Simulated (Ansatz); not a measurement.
WS2 (Tungstenite):

```
W S
1.0
     3.18000    0.00000    0.00000
    -1.59000    2.75396    0.00000
     0.00000    0.00000   12.50000
W S
2 4
Direct
  0.66667 0.33333 0.75000
  0.33333 0.66667 0.25000
  0.66667 0.33333 0.37500
  0.33333 0.66667 0.87500
  0.66667 0.33333 0.12500
  0.33333 0.66667 0.62500
```

Base run:

- Program: Ansatz 0.2.0
- Functional: m-r2SCAN
- Potentials or basis: Ansatz PAW
- Cutoff: 500 eV (not typed: the program's choice for these potentials)
- k mesh: 10 × 10 × 3
- Occupations: fermi-dirac, width 0.05 eV
- Spin: no spin polarisation

Its results: band gap on the k mesh 1.23 eV, indirect (least direct gap 2.21 eV); pressure 0.2 GPa; largest force 0.116 eV/Å.

Task: The run is repeated on the same cell with these changes: functional from m-r2SCAN to PBE; cutoff from 500 eV (not typed: the program's choice for these potentials) to 420 eV (not typed: the program's choice for these potentials); k mesh from 10 × 10 × 3 to 4 × 4 × 1. What comes out?

Result: Band gap on the k mesh 1.39 eV, indirect (least direct gap 2.24 eV); pressure 2.0 GPa; largest force 0.055 eV/Å.

Several settings changed at once, so the effect can't be laid on one alone.

Caveats: some runs use coarse meshes; spin-orbit coupling is left out, which moves the levels of the heavy elements; the k mesh misses the band edges, so the gap on the mesh is wider than the one along the path (some runs); the PAW data sets come from PBE, with cores solved anew for the run's functional, which leaves a small shift of forces and pressure (some runs); this functional lacks dispersion, which binds the layers, so the pressure and a relaxed spacing across them are unreliable (some runs).
